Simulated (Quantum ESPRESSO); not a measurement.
TiO:

```xyz
2
Lattice="2.7083 0.0000 0.0000 0.0000 2.7083 0.0000 0.0000 0.0000 2.7083" Properties=species:S:1:pos:R:3 pbc="T T T"
Ti    0.0000    0.0000    0.0000
O     1.3542    1.3542    1.3542
```

The cell comes from a database or a generator and needn't be the stable form of this composition.

| Item | Value |
| --- | --- |
| Program | Quantum ESPRESSO 7.5 |
| Task | phonons |
| Functional | PBEsol |
| Potentials or basis | SSSP 1.3 efficiency PBE |
| Cutoff | 748 eV |
| Density cutoff | 5987 eV |
| k mesh | 10 × 10 × 10 |
| Occupations | methfessel-paxton, width 0.272 eV |
| Spin | no spin polarisation |
| Mixing beta | 0.5 |
| Most SCF iterations | 120 |
| SCF threshold | 4e-10 Ry |

The cell and the atoms were relaxed first, to 8.86 Å³/atom (a = 2.607 Å, b = 2.607 Å, c = 2.607 Å, α = 90.00°, β = 90.00°, γ = 90.00°), and the response was taken there.

At Γ the optical frequencies are 324 324 324 cm⁻¹, at a pressure of 0.1 GPa.

Task: How do the modes respond when the cell is scaled evenly, at fixed shape?

Result: The highest mode has a Grüneisen parameter of 3.15 and moves by +4.1 cm⁻¹ per GPa. None of the listed modes softens on compression. The pressures give a bulk modulus of about 250 GPa.

Frequencies at 99 % and 101 % of the volume (pressures 2.7 and -2.3 GPa), ions relaxed:
| mode | 99 % (cm⁻¹) | 101 % (cm⁻¹) | Grüneisen parameter |
| --- | --- | --- | --- |
| 4 | 333.8 | 313.5 | 3.15 |
| 5 | 333.8 | 313.5 | 3.15 |
| 6 | 333.8 | 313.5 | 3.15 |

Modes are matched by their order; those that don't vary smoothly over the three volumes are left out.

Caveat: the mesh is thin for the phonons of a metal; the potentials were made for another functional, which shifts forces and pressure.
